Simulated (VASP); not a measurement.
The system is CdTe.

```
Cd Te
1.0
     0.00000    3.20500    3.20500
     3.20500    0.00000    3.20500
     3.20500    3.20500    0.00000
Cd Te
1 1
Direct
  0.00000 0.00000 0.00000
  0.25000 0.25000 0.25000
```

* Program: VASP 6.6.1
* Task: relaxation of cell and atoms
* Functional: PBEsol
* Potentials or basis: VASP PAW PBE potentials, release 64 (Cd, Te)
* Cutoff: 600 eV
* k mesh: 8 × 8 × 8
* Occupations: gaussian, width 0.03 eV
* Spin: no spin polarisation

At the start: pressure 1.8 GPa; volume 32.92 Å³/atom.

Problem. How do energy, volume and symmetry change on relaxing?

Solution. Over 3 steps the energy falls by 7.3 meV/atom and the volume is 34.26 Å³/atom (+4.1 %); space group F-43m (No. 216, to 0.05 Å).

The path:
| step | energy change (eV) | largest force (eV/Å) | pressure (GPa) | volume (Å³) |
| --- | --- | --- | --- | --- |
| 1 | 0.0000 | 0.0000 | 1.81 | 65.84 |
| 2 | -0.0129 | 0.0000 | -0.54 | 69.46 |
| 3 | -0.0145 | 0.0000 | 0.00 | 68.52 |

Final structure:
```
CELL_PARAMETERS angstrom
0.00000 3.24780 3.24780
3.24780 0.00000 3.24780
3.24780 3.24780 0.00000
ATOMIC_POSITIONS crystal
Cd 0.00000 0.00000 0.00000
Te 0.25000 0.25000 0.25000
```

Caveat: the PAW data sets were made with another functional, which shifts forces and pressure a little.
